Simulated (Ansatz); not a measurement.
AlN built on the h-MgO prototype was relaxed with 5 functionals in the PAW code Ansatz, cell and atoms free, the symmetry of the start kept (meshes: PBE 12×12×6, r2SCAN 12×12×6, PBEsol 12×12×6, LDA 12×12×6, HSE06 6×6×4). No spin polarisation and no zero-point or thermal motion; the cell was built from a prototype and may be hypothetical.

The HSE06 result:
```cif
data_structure
_symmetry_space_group_name_H-M 'P 1'
_symmetry_Int_Tables_number 1
_cell_length_a 3.2892
_cell_length_b 3.2892
_cell_length_c 4.1321
_cell_angle_alpha 90.000
_cell_angle_beta 90.000
_cell_angle_gamma 120.000
_cell_volume 38.72
loop_
_atom_site_label
_atom_site_type_symbol
_atom_site_fract_x
_atom_site_fract_y
_atom_site_fract_z
_atom_site_occupancy
Al1 Al 0.33333 0.66667 0.25000 1
Al2 Al 0.66667 0.33333 0.75000 1
N1 N 0.66667 0.33333 0.25000 1
N2 N 0.33333 0.66667 0.75000 1
```

The symmetry is P6_3/mmc (No. 194, hexagonal); a = 3.289 Å, c = 4.132 Å in the conventional setting, 9.68 Å³ an atom. Al has 5 N at 1.90–2.07 Å; N has 5 Al at 1.90–2.07 Å.

(1) How does the cell change with LDA?

(2) How does the cell change with PBEsol?

(3) Held at the r2SCAN cell, what mean stress do LDA and PBE find, and does its sign point to their own minimum?

Answers

(1) a = 3.276 Å, c = 4.102 Å; the volume differs by -1.5 % from HSE06's. Around Al lie 5 N at 1.89–2.05 Å; around N lie 5 Al at 1.89–2.05 Å.

(2) a = 3.302 Å, c = 4.141 Å; the volume differs by +1.0 % from HSE06's. Al has 5 N at 1.91–2.07 Å; N has 5 Al at 1.91–2.07 Å.

(3) Yes. LDA -4.00 GPa, and its relaxed volume is -1.8 % from r2SCAN's; PBE +5.36 GPa, and its relaxed volume is +2.6 % from r2SCAN's. Compression counts positive, so a positive stress asks for a larger cell.
